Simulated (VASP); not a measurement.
# Au (Cmcm) in VASP: reference runs

How does Au come out in PBEsol? The cell is run as given and disturbed.

All numbers are computed with VASP 6.6.1; they aren't measurements. Logs are shortened: lines on timing, memory, paths and dates and some standing lists are left out, and cuts for length are marked.

### 1 Starting point

It takes space group Cmcm (No. 63, orthorhombic). The conventional cell has a = 2.823 Å, b = 5.112 Å, c = 4.893 Å, α = 90.00°, β = 90.00°, γ = 90.00°. Around Au (site symmetry m2m) lie 12 Au at 2.82 to 2.97 Å.

This isn't the form of Au at room conditions, which is fcc.

### 2 Single point, PBEsol

Contents of INCAR:

```
SYSTEM = Au
PREC = Accurate
ENCUT = 520
EDIFF = 1E-7
ISMEAR = -1
SIGMA = 0.05
LREAL = .False.
LASPH = .True.
NELM = 60
ALGO = Normal
ISIF = 2
LWAVE = .False.
LCHARG = .True.
GGA = PS
LELF = .True.
LVHAR = .True.
NBANDS = 18
```

Contents of KPOINTS:

```
regular mesh
0
Gamma
  11 11 6
  0 0 0
```

Contents of POSCAR:

```
Au
1.0
    1.4113099650     -2.5559330250      0.0000000000
    1.4113099650      2.5559330250      0.0000000000
    0.0000000000      0.0000000000      4.8931696100
Au
2
Direct
    0.3346720300      0.6653279700      0.2500000000
    0.6653279700      0.3346720300      0.7500000000
```

Potentials or basis: VASP PAW PBE potentials, release 64 (Au).

Started as:

```bash
$ cat potpaw_PBE.64/Au/POTCAR > POTCAR
$ mpirun -np 1 vasp_std > vasp.out
```

OUTCAR:

```text
SYSTEM = Au
   PREC = Accurate
   ENCUT = 520
   EDIFF = 1E-7
   ISMEAR = -1
   LREAL = .False.
   LASPH = .True.
   NELM = 60
   ISIF = 2
   GGA = PS

 ion  position               nearest neighbor table
   1  0.335  0.665  0.250-   2 2.95   2 2.95   2 2.95   2 2.95   2 2.97   2 2.97
   2  0.665  0.335  0.750-   1 2.95   1 2.95   1 2.95   1 2.95   1 2.97   1 2.97

  LATTYP: Found a base centered orthorhombic cell.
 ALAT       =     2.8226199300
 B/A-ratio  =     1.8110359088
 C/A-ratio  =     1.7335559627

  Lattice vectors:

 A1 = (   1.4113099650,  -2.5559330250,   0.0000000000)
 A2 = (   1.4113099650,   2.5559330250,   0.0000000000)
 A3 = (   0.0000000000,   0.0000000000,   4.8931696100)

Analysis of symmetry for initial positions (statically):
=====================================================================
 Subroutine PRICEL returns:
 Original cell was already a primitive cell.

 Routine SETGRP: Setting up the symmetry group for a
 base centered orthorhombic supercell.

 Subroutine GETGRP returns: Found  8 space group operations
 (whereof  4 operations were pure point group operations)
 out of a pool of  8 trial point group operations.

The static configuration has the point symmetry C_2h.
 The point group associated with its full space group is D_2h.

Analysis of symmetry for dynamics (positions and initial velocities):
=====================================================================
 Subroutine PRICEL returns:
 Original cell was already a primitive cell.

 Routine SETGRP: Setting up the symmetry group for a
 base centered orthorhombic supercell.

 Subroutine GETGRP returns: Found  8 space group operations
 (whereof  4 operations were pure point group operations)
 out of a pool of  8 trial point group operations.

The dynamic configuration has the point symmetry C_2h.
 The point group associated with its full space group is D_2h.

 Subroutine INISYM returns: Found  8 space group operations
 (whereof  4 operations are pure point group operations),
 and found     1 'primitive' translations

----------------------------------------------------------------------------------------

                                     Primitive cell

  volume of cell :      35.3014

  direct lattice vectors                    reciprocal lattice vectors
     1.411309965 -2.555933025  0.000000000     0.354280783 -0.195623279  0.000000000
     1.411309965  2.555933025  0.000000000     0.354280783  0.195623279  0.000000000
     0.000000000  0.000000000  4.893169610     0.000000000  0.000000000  0.204366511

  length of vectors
     2.919689957  2.919689957  4.893169610     0.404701545  0.404701545  0.204366511

  position of ions in fractional coordinates (direct lattice)
     0.334672030  0.665327970  0.250000000
     0.665327970  0.334672030  0.750000000

  ion indices of the primitive-cell ions
   primitive index   ion index
                 1           1
                 2           2

----------------------------------------------------------------------------------------

 KPOINTS: regular mesh

Automatic generation of k-mesh.
 Grid dimensions read from file:
 generate k-points for:   11   11    6

 Generating k-lattice:

  Cartesian coordinates                     Fractional coordinates (reciprocal lattice)
     0.032207344 -0.017783934  0.000000000     0.090909091  0.000000000  0.000000000
     0.032207344  0.017783934  0.000000000     0.000000000  0.090909091  0.000000000
     0.000000000  0.000000000  0.034061085     0.000000000  0.000000000  0.166666667

  Length of vectors
     0.036791050  0.036791050  0.034061085

  Shift w.r.t. Gamma in fractional coordinates (k-lattice)
     0.000000000  0.000000000  0.000000000

 Subroutine IBZKPT returns following result:
 ===========================================

 Found    144 irreducible k-points:

 Following reciprocal coordinates:
            Coordinates               Weight
  0.000000  0.000000  0.000000      1.000000
  0.090909  0.000000  0.000000      4.000000
  0.181818 -0.000000  0.000000      4.000000
  0.272727  0.000000  0.000000      4.000000
  0.363636  0.000000  0.000000      4.000000
  0.454545 -0.000000  0.000000      4.000000
[... 16 lines left out ...]
 -0.272727  0.181818  0.000000      4.000000
 -0.181818  0.181818  0.000000      2.000000
 [... further k-points ...]
   k-points           NKPTS =    144   k-points in BZ     NKDIM =    144   number of bands    NBANDS=     18
   number of dos      NEDOS =    301   number of ions     NIONS =      2
   total plane-waves  NPLWV =  20736
   dimension x,y,z NGX =    24 NGY =   24 NGZ =   36
   dimension x,y,z NGXF=    48 NGYF=   48 NGZF=   72
   ions per type =               2
   NGX,Y,Z   is equivalent  to a cutoff of  13.67, 13.67, 12.23 a.u.
   NGXF,Y,Z  is equivalent  to a cutoff of  27.33, 27.33, 24.46 a.u.
 SYSTEM =  Au
   PREC   = accura    normal or accurate (medium, high low for compatibility)
   ISTART =      0    job   : 0-new  1-cont  2-samecut
   ICHARG =      2    charge: 1-file 2-atom 10-const
   ISPIN  =      1    spin polarized calculation?
   LNONCOLLINEAR =      F non collinear calculations
   LSORBIT =      F    spin-orbit coupling
   LASPH  =      T    aspherical Exc in radial PAW
   ENCUT  =  520.0 eV  38.22 Ry    6.18 a.u.   5.43  5.43  9.10*2*pi/ulx,y,z
   NELM   =     60;   NELMIN=  2; NELMDL= -5     # of ELM steps
   EDIFF  = 0.1E-06   stopping-criterion for ELM
   LREAL  =      F    real-space projection
   EDIFFG = 0.1E-05   stopping-criterion for IOM
   NSW    =      0    number of steps for IOM
   IBRION =     -1    ionic relax: 0-MD 1-quasi-New 2-CG
   NFREE  =      0    steps in history (QN), initial steepest desc. (CG)
   ISIF   =      2    stress and relaxation
   ISYM   =      2    0-nonsym 1-usesym 2-fastsym
   POTIM  = 0.5000    time-step for ionic-motion
   TEBEG  =    0.0;   TEEND  =   0.0 temperature during run
   PSTRESS=    0.0 pullay stress
   NELECT =      22.0000    total number of electrons
   NUPDOWN=      -1.0000    fix difference up-down
   EMIN   =  10.00;   EMAX   =-10.00  energy-range for DOS
   EFERMI =   0.00;   METHOD = LEGACY
   ISMEAR =    -1;   SIGMA  =   0.05  broadening in eV -4-tet -1-fermi 0-gaus
   EFERMI_NEDOS =   21; number of points for ismear=-14 and -15
   IALGO  =     38    algorithm
   IMIX   =      4    mixing-type and parameters
     AMIX     =   0.40;   BMIX     =  1.00
     AMIX_MAG =   1.60;   BMIX_MAG =  1.00
  volume/ion in A,a.u.               =      17.65       119.11
  Fermi-wavevector in a.u.,A,eV,Ry     =   1.398358  2.642513 26.604898  1.955405
  Thomas-Fermi vector in A             =   2.521524
   LORBIT       =      0    0 simple, 1 ext, 2 COOP (PROOUT), +10 PAW based schemes
   GGA     = PS    functional components
   LHFCALC =     F    Hartree Fock is set to
   AEXX    =    0.0000 exact exchange contribution
   IVDW    =     0    specifies the selected vdW correction
   LEPSILON=     F    determine dielectric tensor
   LRPA    =     F    only Hartree local field effects (RPA)
 non-spin polarized calculation
  energy-cutoff  :      520.00
  volume of cell :       35.30
 maximum number of plane-waves:       966
 NGX is ok and might be reduce to    24
   NGX = 11   NGY = 11   NGZ = 19

 number of electron      21.9999996 magnetization

 Free energy of the ion-electron system (eV)
  ---------------------------------------------------
  ext. energy  EPLUGINS =         0.00000000
  ---------------------------------------------------
  free energy    TOTEN  =        -7.80611590 eV

  energy without entropy =       -7.79865770  energy(sigma->0) =       -7.80238680

 E-fermi :   8.6342     XC(G=0): -12.6755

 val. band max:        8.6231781064   @ k =  -0.4545   0.1818   0.5000
 cond. band min:       8.6389647183   @ k =   0.1818   0.1818   0.3333
 fundamental gap:      0.0157866119
 Fermi energy:         8.6342314336

 k-point     1 :       0.0000    0.0000    0.0000
  band No.  band energies     occupation
      1      -0.8534      2.00000
      2       1.5601      2.00000
      3       3.9596      2.00000
      4       4.0194      2.00000
      5       4.3521      2.00000
      6       4.5975      2.00000
[... 10 lines left out ...]
     17      26.5669      0.00000
     18      27.5070      0.00000

 k-point     2 :       0.0909    0.0000    0.0000
  band No.  band energies     occupation
      1      -0.5900      2.00000
      2       1.7825      2.00000
      3       3.9218      2.00000
      4       4.2097      2.00000
      5       4.4235      2.00000
      6       4.6088      2.00000
[... 10 lines left out ...]
     17      25.6880      0.00000
     18      26.4475      0.00000

 k-point     3 :       0.1818   -0.0000    0.0000
  band No.  band energies     occupation
      1       0.1506      2.00000
      2       2.3187      2.00000
      3       3.7913      2.00000
      4       4.3128      2.00000
      5       4.3328      2.00000
      6       4.6797      2.00000
[... 10 lines left out ...]
     17      25.0931      0.00000
     18      25.8909      0.00000

 k-point     4 :       0.2727    0.0000    0.0000
  band No.  band energies     occupation
      1       1.1577      2.00000
      2       2.5845      2.00000
      3       3.5185      2.00000
      4       3.9576      2.00000
      5       4.2000      2.00000
      6       4.6349      2.00000
[... 375 lines left out ...]
      4       3.4022      2.00000
      5       4.2017      2.00000
      6       4.2947      2.00000
[... 10 lines left out ...]
     17      23.6211      0.00000
     18      24.5584      0.00000

 k-point    23 :      -0.2727    0.1818    0.0000
  band No.  band energies     occupation
      1       0.7078      2.00000
      2       2.5395      2.00000
      3       3.5515      2.00000
      4       3.8837      2.00000
      5       4.0111      2.00000
      6       4.6404      2.00000
[... 10 lines left out ...]
     17      24.9526      0.00000
     18      25.6838      0.00000

 k-point    24 :      -0.1818    0.1818    0.0000
  band No.  band energies     occupation
      1       0.0657      2.00000
      2       2.1901      2.00000
      3       3.6362      2.00000
      4       4.0085      2.00000
      5       4.3394      2.00000
      6       4.7093      2.00000
[... 10 lines left out ...]
     17      25.1964      0.00000
     18      25.4646      0.00000

 [... further k-points ...]

------------------------ aborting loop because EDIFF is reached ----------------------------------------

  FORCE on cell =-STRESS in cart. coord.  units (eV):
  Direction    XX          YY          ZZ          XY          YZ          ZX
  --------------------------------------------------------------------------------------
  -------------------------------------------------------------------------------------
  Total       -0.6420002     -1.5384055     -1.4525238      0.0000000      0.0000000      0.0000000
  in kB      -29.1375883    -69.8215152    -65.9237166      0.0000000      0.0000000      0.0000000
  external PRESSURE =     -54.9609400 kB  Pullay stress =       0.0000000 kB

 VOLUME and BASIS-vectors are now :
 -----------------------------------------------------------------------------
  energy-cutoff  :      520.00
  volume of cell :       35.30
      direct lattice vectors                 reciprocal lattice vectors
     1.411309965 -2.555933025  0.000000000     0.354280783 -0.195623279  0.000000000
     1.411309965  2.555933025  0.000000000     0.354280783  0.195623279  0.000000000
     0.000000000  0.000000000  4.893169610     0.000000000  0.000000000  0.204366511

 POSITION                                       TOTAL-FORCE (eV/Angst)
 -----------------------------------------------------------------------------------
      1.41131      0.84513      1.22329         0.000000     -0.020206     -0.000000
      1.41131     -0.84513      3.66988         0.000000      0.020206      0.000000
 -----------------------------------------------------------------------------------
    total drift:                               -0.000000     -0.000000     -0.000000

  FREE ENERGIE OF THE ION-ELECTRON SYSTEM (eV)
  ---------------------------------------------------
  free  energy   TOTEN  =        -7.8061159006 eV

  energy  without entropy=       -7.7986576987  energy(sigma->0) =       -7.80238680
```

It took 20 s on 1 thread of Intel Xeon 6975P-C (Granite Rapids), shared host; peak memory 0.21 GiB.

What came out:

```
Free energy            : -7.8061 eV
Pressure               : -5.5 GPa
Largest force          : 0.020 eV/Å
Band gap on the k mesh : none (metal or under the smearing width)
```

Forces on the atoms (eV/Å):
```
Au   0.000 -0.020  0.000
Au   0.000  0.020  0.000
```

Stress tensor (GPa, compression positive):
```
-2.91  0.00  0.00
 0.00 -6.98  0.00
 0.00  0.00 -6.59
```

Levels at points of the mesh, in eV from the Fermi level:
```
           k point  band 7  band 8  band 9  band 10  band 11  band 12  band 13  band 14  band 15  band 16
(0.00, 0.00, 0.00)   -3.78   -3.41   -3.24    -2.11    -2.03    -1.04     2.44    14.58    15.55    16.74
(0.00, 0.00, 0.50)   -4.09   -4.09   -2.58    -2.58    -2.43    -2.43    10.22    10.22    14.91    14.91
```

Caveat: the PAW data sets were made with another functional, which shifts forces and pressure a little. Spin-orbit coupling is left out, which matters for the levels of Au.

### 3 Single point, PBEsol (atoms moved at random, drawn with an rms of 0.05 Å)

INCAR is that of step 2.

KPOINTS is that of step 2.

Contents of POSCAR:

```
Au
1.0
    1.4113099650     -2.5559330250      0.0000000000
    1.4113099650      2.5559330250      0.0000000000
    0.0000000000      0.0000000000      4.8931696100
Au
2
Direct
    0.3342500000      0.6523620000      0.2519250000
    0.6527590000      0.3125790000      0.7416850000
```

Potentials or basis: VASP PAW PBE potentials, release 64 (Au).

Started as:

```bash
$ cat potpaw_PBE.64/Au/POTCAR > POTCAR
$ mpirun -np 1 vasp_std > vasp.out
```

OUTCAR:

```text
SYSTEM = Au
   PREC = Accurate
   ENCUT = 520
   EDIFF = 1E-7
   ISMEAR = -1
   LREAL = .False.
   LASPH = .True.
   NELM = 60
   ISIF = 2
   GGA = PS

 ion  position               nearest neighbor table
   1  0.334  0.652  0.252-   2 2.90   2 2.93   2 2.93   2 2.98   2 3.01   2 3.01
   2  0.653  0.313  0.742-   1 2.90   1 2.93   1 2.93   1 2.98   1 3.01   1 3.01

  LATTYP: Found a base centered orthorhombic cell.
 ALAT       =     2.8226199300
 B/A-ratio  =     1.8110359088
[... 698 lines left out ...]
------------------------ aborting loop because EDIFF is reached ----------------------------------------

  FORCE on cell =-STRESS in cart. coord.  units (eV):
  Direction    XX          YY          ZZ          XY          YZ          ZX
  --------------------------------------------------------------------------------------
  -------------------------------------------------------------------------------------
  Total       -0.6044430     -1.5155183     -1.3762230      0.0073139      0.0121837      0.0203011
  in kB      -27.4330330    -68.7827640    -62.4607594      0.3319449      0.5529671      0.9213804
  external PRESSURE =     -52.8921855 kB  Pullay stress =       0.0000000 kB

 VOLUME and BASIS-vectors are now :
 -----------------------------------------------------------------------------
  energy-cutoff  :      520.00
  volume of cell :       35.30
      direct lattice vectors                 reciprocal lattice vectors
     1.411309965 -2.555933025  0.000000000     0.354280783 -0.195623279  0.000000000
     1.411309965  2.555933025  0.000000000     0.354280783  0.195623279  0.000000000
     0.000000000  0.000000000  4.893169610     0.000000000  0.000000000  0.204366511

 POSITION                                       TOTAL-FORCE (eV/Angst)
 -----------------------------------------------------------------------------------
      1.39242      0.81307      1.23271        -0.008045     -0.021421     -0.271983
      1.36239     -0.86948      3.62919         0.008045      0.021421      0.271983
 -----------------------------------------------------------------------------------
    total drift:                               -0.000006      0.000001      0.000000

  FREE ENERGIE OF THE ION-ELECTRON SYSTEM (eV)
  ---------------------------------------------------
  free  energy   TOTEN  =        -7.7993781351 eV

  energy  without entropy=       -7.7922068557  energy(sigma->0) =       -7.79579250
```

OSZICAR:

```text
N       E                     dE             d eps       ncg     rms          rms(c)
DAV:   1     0.120924254552E+03    0.12092E+03   -0.11665E+04 13112   0.118E+03
DAV:   2    -0.636676341036E+01   -0.12729E+03   -0.12137E+03 13938   0.258E+02
DAV:   3    -0.846800433109E+01   -0.21012E+01   -0.20889E+01 15342   0.335E+01
DAV:   4    -0.847694637791E+01   -0.89420E-02   -0.89408E-02 14456   0.231E+00
DAV:   5    -0.847702672694E+01   -0.80349E-04   -0.80348E-04 14458   0.233E-01    0.122E+01
DAV:   6    -0.784413050835E+01    0.63290E+00   -0.12211E+00 13534   0.100E+01    0.772E+00
DAV:   7    -0.780455779192E+01    0.39573E-01   -0.10263E-01 14630   0.285E+00    0.349E+00
DAV:   8    -0.779939668057E+01    0.51611E-02   -0.73967E-03 13664   0.717E-01    0.394E-01
DAV:   9    -0.779937088855E+01    0.25792E-04   -0.37710E-05 14548   0.522E-02    0.210E-02
DAV:  10    -0.779937828988E+01   -0.74013E-05   -0.31130E-06 14462   0.149E-02    0.198E-02
DAV:  11    -0.779937815324E+01    0.13664E-06   -0.16273E-07 11508   0.272E-03    0.287E-03
DAV:  12    -0.779937813508E+01    0.18157E-07   -0.21870E-08  6990   0.114E-03
   1 F= -.77993781E+01 E0= -.77957925E+01  d E =-.717128E-02
```

stdout:

```text
POSCAR found type information on POSCAR Au
 POSCAR found :  1 types and       2 ions
 scaLAPACK will be used
 -----------------------------------------------------------------------------
|                                                                             |
|                                                                             |
|     You enforced a specific xc type in the INCAR file but a different       |
|     I HOPE YOU KNOW WHAT YOU ARE DOING!                                     |
|                                                                             |
 -----------------------------------------------------------------------------

 LDA part: xc-table for (Slater+PW92), standard interpolation
 POSCAR, INCAR and KPOINTS ok, starting setup
 FFT: planning ... GRIDC
 FFT: planning ... GRID_SOFT
 FFT: planning ... GRID
 WAVECAR not read
 entering main loop
```

It took 51 s on 1 thread of Intel Xeon 6975P-C (Granite Rapids), shared host; peak memory 0.3 GiB.

Results:

```
Free energy            : -7.7994 eV
Pressure               : -5.3 GPa
Largest force          : 0.273 eV/Å
Band gap on the k mesh : none (metal or under the smearing width)
```

Forces in eV/Å, atoms in the order of the input:
```
Au  -0.008 -0.021 -0.272
Au   0.008  0.021  0.272
```

Caveat: the PAW data sets were made with another functional, which shifts forces and pressure a little. The run has no spin-orbit coupling, so splittings on Au are missing.
